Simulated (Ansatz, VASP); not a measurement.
**Two plane-wave programs on TiH2**

File POSCAR:

```
TiH2
1.0
   -1.5974601184      1.5974601184      2.0867574967
    1.5974601184     -1.5974601184      2.0867574967
    1.5974601184      1.5974601184     -2.0867574967
Ti H
1 2
Direct
    0.0000000000      0.0000000000      0.0000000000
    0.7500000000      0.2500000000      0.5000000000
    0.2500000000      0.7500000000      0.5000000000
```

File INCAR.step1:

```
SYSTEM = TiH2
PREC = Accurate
ENCUT = 520
ISMEAR = 0
SIGMA = 0.1
LREAL = .FALSE.
LASPH = .TRUE.
NELM = 100
NBANDS = 14
GGA = PE
ALGO = Normal
EDIFF = 1E-4
LWAVE = .TRUE.
LCHARG = .FALSE.
```

The input INCAR.step2:

```
SYSTEM = TiH2
PREC = Accurate
ENCUT = 520
EDIFF = 1E-6
ISMEAR = 0
SIGMA = 0.1
LREAL = .FALSE.
LASPH = .TRUE.
NELM = 100
ALGO = Normal
ISIF = 2
LWAVE = .FALSE.
LCHARG = .TRUE.
METAGGA = R2SCAN
LMIXTAU = .TRUE.
LELF = .TRUE.
LVHAR = .TRUE.
NBANDS = 14
ISTART = 1
```

KPOINTS

```
Automatic mesh
0
G
  18 18 18
  0 0 0
```

Input for Ansatz:

```yaml
crystal:
  lattice:
    - [-1.5974601184, 1.5974601184, 2.0867574967]
    - [1.5974601184, -1.5974601184, 2.0867574967]
    - [1.5974601184, 1.5974601184, -2.0867574967]
  atoms:
    - { symbol: Ti, position: [0.0, 0.0, 0.0] }
    - { symbol: H, position: [0.75, 0.25, 0.5] }
    - { symbol: H, position: [0.25, 0.75, 0.5] }
basis:
  ecutwfc: 500
kpoints:
  mp_grid: { grid: [18, 18, 18] }
  band_path:
    path:
      - [[0.0, 0.0, 0.0], [0.0, 0.0, 0.5], [0.25, 0.25, 0.25], [0.0, 0.5, 0.0], [0.0, 0.0, 0.0], [0.5, 0.5, -0.5], [0.39650623, 0.60349377, -0.39650623]]
      - [[-0.39650623, 0.39650623, 0.39650623], [0.0, 0.0, 0.0]]
      - [[0.0, 0.0, 0.5], [-0.29301246, 0.29301246, 0.5]]
      - [[0.5, 0.5, -0.29301246], [0.5, 0.5, -0.5]]
    npoints: 14
hamiltonian:
  xc: r2scan
scf:
  occupations: { method: gaussian, width: 0.1 }
  n_extra_bands: 7
output:
  forces: true
  stress: true
  eigenvalues: true
  populations: true
  dos: { projected: true, de: 0.02, nscf_kmesh: { grid: [27, 27, 27] } }
  bader: true
  write_density: true
  write_potential: true
  elf: true
  volumetric_format: npy
```

Alike in both runs: task single point; functional r2SCAN; k mesh 18 × 18 × 18; occupations gaussian, width 0.1 eV; no spin polarisation.

```csv
,VASP,Ansatz
version,VASP 6.6.1,Ansatz 0.2.0
potentials or method,"VASP PAW PBE potentials, release 64 (Ti_sv, H)","scalar-relativistic, plane waves, PAW"
plane-wave cutoff (eV),520,500
valence electrons in the cell,14,14
```

Ansatz gave:

* gap on the k mesh at the Fermi level (eV): none
* pressure (GPa): 0.0
* largest component of the traceless stress (GPa): 0.01

Problem. Estimate VASP's values.

Solution. gap on the k mesh at the Fermi level (eV): none; pressure (GPa): 0.5; largest component of the traceless stress (GPa): 0.08.

A gap of «none» marks a metal or a gap that the smearing closes.

Caveats: the PAW data sets were made with another functional, which shifts forces and pressure a little (VASP).
